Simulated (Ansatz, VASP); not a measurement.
# Ge in VASP and in Ansatz

File INCAR:

```
SYSTEM = Ge
  ALGO = Normal
  EDIFF = 1E-7
  ENCUT = 520
  ISIF = 2
  ISMEAR = -1
  LASPH = .True.
  LCHARG = .False.
  LREAL = .False.
  LWAVE = .False.
  NBANDS = 21
  NELM = 100
  PREC = Accurate
  SIGMA = 0.05
```

File KPOINTS:

```
k-points
0
Gamma
  11 11 11
  0 0 0
```

POSCAR

```
Ge
1.0
   -2.4958980000      2.6508630000      1.4369470000
    2.4958980000     -2.6508630000      1.4369470000
    2.4958980000      2.6508630000     -1.4369470000
Ge
2
Direct
    0.3140570000      0.0640570000      0.2500000000
    0.6859430000      0.9359430000      0.7500000000
```

Contents of input.yaml:

```yaml
crystal:
  lattice:
    - [-2.495898, 2.650863, 1.436947]
    - [2.495898, -2.650863, 1.436947]
    - [2.495898, 2.650863, -1.436947]
  atoms:
    - { symbol: Ge, position: [0.314057, 0.064057, 0.25] }
    - { symbol: Ge, position: [0.685943, 0.935943, 0.75] }
kpoints:
  mp_grid: { grid: [11, 11, 11] }
  band_path:
    path:
      - [0.0, 0.0, 0.0]
      - [0.3234593264, 0.3234593264, -0.3234593264]
      - [0.2950845098, 0.3518341431, -0.2950845098]
      - [0.0, 0.5, 0.0]
      - [0.25, 0.25, 0.25]
      - [0.5, 0.0, 0.0]
      - [0.6765406736, -0.3234593264, 0.3234593264]
      - [0.5, -0.5, 0.5]
    npoints: 6
scf:
  occupations: { method: fermi_dirac, width: 0.05 }
hamiltonian:
  xc: lda
  pseudopotentials: { kind: all_electron, lapw: { basis_error: 0.001 } }
output:
  forces: true
  stress: true
  eigenvalues: true
```

Alike in both runs: functional LDA; k mesh 11 × 11 × 11; occupations fermi-dirac, width 0.05 eV; no spin polarisation.

|  | VASP | Ansatz |
| --- | --- | --- |
| version | VASP 6.6.1 | Ansatz 0.2.0 |
| potentials or method | VASP PAW LDA potentials, release 64 (Ge_d) | all-electron LAPW, scalar-relativistic |
| plane-wave cutoff (eV) | 520 | see its input |
| task | single point | band structure |

```tsv
	VASP	Ansatz	Ansatz less VASP
gap on the k mesh at the Fermi level (eV)	none	none	-
pressure (GPa)	-4.2	-4.2	+0.04
largest component of the traceless stress (GPa)	1.15	1.14	-0.005
rms of the force components (eV/Å)	0.040	0.039	-0.0003
```

Atom by atom the forces differ by 0.000 eV/Å (rms over components). A gap of «none» marks a metal or a gap that the smearing closes. Ansatz ran all-electron here, so the differences hold the error of VASP's frozen core and of both bases.
